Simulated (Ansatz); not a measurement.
# TiW2C3: the cost of one run

Computed with Ansatz 0.2.0 (DFT PBE, scalar-relativistic, plane waves, PAW, unless a step's input says otherwise).

## 1. The system as given

It takes space group P-6m2 (No. 187, hexagonal). Conventional cell: a = 3.254 Å, b = 3.254 Å, c = 9.527 Å, α = 90.00°, β = 90.00°, γ = 120.00°. Around Ti (site symmetry -6m2) lie 6 C at 2.46 Å. W (site symmetry 3m) has 6 C at 2.46 Å as nearest neighbours. C (site symmetry -6m2) is surrounded by 6 W at 2.46 Å. C (site symmetry 3m) is surrounded by 3 W at 2.46 Å and 3 Ti at 2.46 Å.

Coordinates:

```
CELL_PARAMETERS angstrom
3.25401 0.00000 0.00000
-1.62700 2.81805 0.00000
0.00000 0.00000 9.52725
ATOMIC_POSITIONS crystal
Ti 0.00000 0.00000 0.50000
W 0.00000 0.00000 0.83333
W 0.00000 0.00000 0.16667
C 0.66667 0.33333 0.00000
C 0.66667 0.33333 0.33333
C 0.66667 0.33333 0.66667
```

The start is an ordering of an alloy on its end members' structure types: elements ordered on the sites of the WC type, W/Ti on W (P-6m2, No. 187).

## 2. Probe: one point on a coarse mesh

File input.yaml:

```yaml
crystal:
  lattice:
    - [3.25400568, 0.0, 0.0]
    - [-1.62700284, 2.81805158, 0.0]
    - [0.0, 0.0, 9.52724516]
  atoms:
    - { symbol: Ti, position: [0.0, 0.0, 0.5] }
    - { symbol: W, position: [0.0, 0.0, 0.83333333] }
    - { symbol: W, position: [0.0, 0.0, 0.16666667] }
    - { symbol: C, position: [0.66666667, 0.33333333, 0.0] }
    - { symbol: C, position: [0.66666667, 0.33333333, 0.33333333] }
    - { symbol: C, position: [0.66666667, 0.33333333, 0.66666667] }
basis:
  ecutwfc: 420
kpoints:
  mp_grid: { grid: [6, 6, 2] }
hamiltonian:
  xc: pbe
scf:
  occupations: { method: gaussian, width: 0.1 }
  lower_state_search: "off"
output:
  forces: true
  stress: true
  eigenvalues: true
```

On the command line:

```
$ ansatz run input.yaml --threads 1 --pin off --max-ram 2560MiB --backend cpu --events-out ev --progress --plain --runs-dir out
```

What time and memory should one allow on 1 thread of Intel Xeon 6975P-C (Granite Rapids), shared host?

About 1.8 s, with a peak of 0.39 GiB.
